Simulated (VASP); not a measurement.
## How biaxial strain in the (001) plane changes CoSi2 (Fm-3m)

How do stress and energy of CoSi2 follow biaxial strain in the (001) plane?

Calculated with VASP 6.6.1; PBEsol, no spin polarisation; plane waves and PAW (Co, Si); cell typed or built by script, in the first sound run; inputs show where later runs differ.

Report form: the programs' logs are mostly left out.

### Step 1. Set-up

It takes space group Fm-3m (No. 225, cubic). The conventional cell has a = 5.365 Å, b = 5.365 Å, c = 5.365 Å, α = 90.00°, β = 90.00°, γ = 90.00°. Co has 8 Si at 2.32 Å nearest. Nearest to Si lie 4 Co at 2.32 Å. Farther neighbours are not listed.

### Step 2. Relax the crystal, PBEsol

The series starts from the cell that this level prefers, so that zero strain is near zero stress.

This step took 2 runs in a row; the last is shown.

Level: PBEsol, no spin polarisation; plane waves and PAW (Co, Si); cell typed or built by script.

INCAR reads:

```
SYSTEM = CoSi2
PREC = Accurate
ENCUT = 450
EDIFF = 1E-07
NELM = 120
ISMEAR = 1
SIGMA = 0.15
LREAL = .FALSE.
ALGO = Normal
GGA = PS
NBANDS = 14
LASPH = .TRUE.
LORBIT = 11
LWAVE = .FALSE.
LCHARG = .FALSE.
KPAR = 8
IBRION = 2
NSW = 40
ISIF = 3
EDIFFG = -0.005
POTIM = 0.4
```

POSCAR reads:

```
CoSi2
1.0
    0.0000000000      2.6565168650      2.6565168650
    2.6565168650      0.0000000000      2.6565168650
    2.6565168650      2.6565168650      0.0000000000
Co Si
1 2
Direct
    0.0000000000      0.0000000000      0.0000000000
    0.2500000000      0.2500000000      0.2500000000
    0.7500000000      0.7500000000      0.7500000000
```

KPOINTS reads:

```
Automatic mesh
0
Gamma
16 16 16
0 0 0
```

Potentials, in the order of the species: Co and Si (PBE family, release 64).

On the command line:

```bash
$ mpirun -np 8 vasp_std
```

It took 27 s on 8 MPI ranks of AMD EPYC 7R43, shared host; peak memory 1.5 GiB.

This run gave:

- energy(sigma→0) of the program: -20.9821 eV
- stress, compression positive: xx, yy, zz 0.02, 0.02, 0.02 GPa
- volume: 37.486 Å³
- ionic steps: 3

### Step 3. Strain along the normal, PBEsol

One member in full: the plane is strained by -1.5 %, and the strain along the normal is moved by secant steps until the normal stress is under 0.012 GPa or five steps are spent; the atoms relax at each step.

This step took 3 runs, each at a new trial strain with the atoms of the one before; the last is shown.

Level: PBEsol, no spin polarisation; plane waves and PAW (Co, Si); cell typed or built by script.

INCAR: that of step 2 with these lines changed.

```diff
@@ -15,7 +15,7 @@
 LCHARG = .FALSE.
-KPAR = 8
-IBRION = 2
-NSW = 40
-ISIF = 3
-EDIFFG = -0.005
-POTIM = 0.4
+KPAR = 2
+IBRION = 1
+NSW = 25
+ISIF = 2
+EDIFFG = -0.004
+POTIM = 0.3
```

POSCAR reads:

```
CoSi2
1.0
    0.0000000000      2.6164712110      2.7072859590
    2.6164712110      0.0000000000      2.7072859590
    2.6164712110      2.6164712110      0.0000000000
Co Si
1 2
Direct
    0.0000000000      0.0000000000      0.0000000000
    0.2500000000      0.2500000000      0.2500000000
    0.7500000000      0.7500000000      0.7500000000
```

KPOINTS is that of step 2.

On the command line:

```bash
$ mpirun -np 2 vasp_std
```

Elapsed: 2.9 min, on 2 MPI ranks; peak memory 0.47 GiB; 4.6 min of CPU time.

This run gave:

- energy(sigma→0) of the program: -20.9699 eV
- stress, compression positive: xx, yy, zz 3.40, 3.40, 0.00 GPa
- ionic steps: 1

### Step 4. The whole series

The other members went through these steps as far as the tables show, with the same cutoff and, step by step, the same mesh; 26 runs are not shown. The session took 2.2 core hours (wall time by ranks) on a shared machine.

| in-plane strain (%) | strain along the normal (%) | in-plane stress, tension positive (GPa) | energy above the unstrained row, extrapolated to no smearing (meV/atom) |
| --- | --- | --- | --- |
| -2.000 | 2.616 | -4.537 | 7.229 |
| -1.500 | 1.919 | -3.401 | 4.064 |
| -1.000 | 1.249 | ? | ? |
| -0.500 | 0.602 | -1.121 | 0.462 |
| 0 | -0.018 | 0.022 | 0.000 |
| 0.500 | -0.594 | 1.141 | 0.415 |
| 1.000 | -1.165 | 2.292 | 1.722 |
| 1.500 | -1.712 | 3.445 | 3.933 |
| 2.000 | -2.231 | 4.604 | 7.051 |

### Step 5. A fit to the known rows

Fitting a parabola to the 8 known rows (e: strain in %) gives stress = 0.005065 e² + 2.283 e + 0.01134 in GPa; the residuals are 0.0077 GPa r.m.s.

At e = -1 this predicts -2.266 GPa.

### Step 6. Prediction against calculation

The calculation gives -2.261 GPa, so the prediction is 0.005 GPa too low.

Slopes at zero strain, from cubics through all rows: strain ratio -1.204, stress over strain 227 GPa.

### Step 7. Results

```
error of the predicted stress      : -0.005 GPa
ratio of normal to in-plane strain : -1.204
biaxial modulus                    : 227 GPa
```

**Reading.** As a check, the curvature of the energy gives 227 GPa for the same modulus (energy per volume = M × strain²), 0 % from the slope of the stress. These are static values: temperature and zero-point motion are left out. In a metal the slopes also depend on mesh and smearing, which were held through the series.

[Lines on the potential files, build, host, timing and source positions are cut from VASP's logs without a mark.]

[Logs are printed without paths, hosts, clocks, repeated set-up lines and the standing remarks that a program may print on its own settings, such as how far it seeks lower states.]

[Hosts, paths, dates, database ids (printed as entryN), source tags and the programs' standing remarks are cut or masked in the printed files.]

[In band tables of VASP the shares of atoms and orbitals are scaled to a sum of 1 inside the atoms' spheres.]
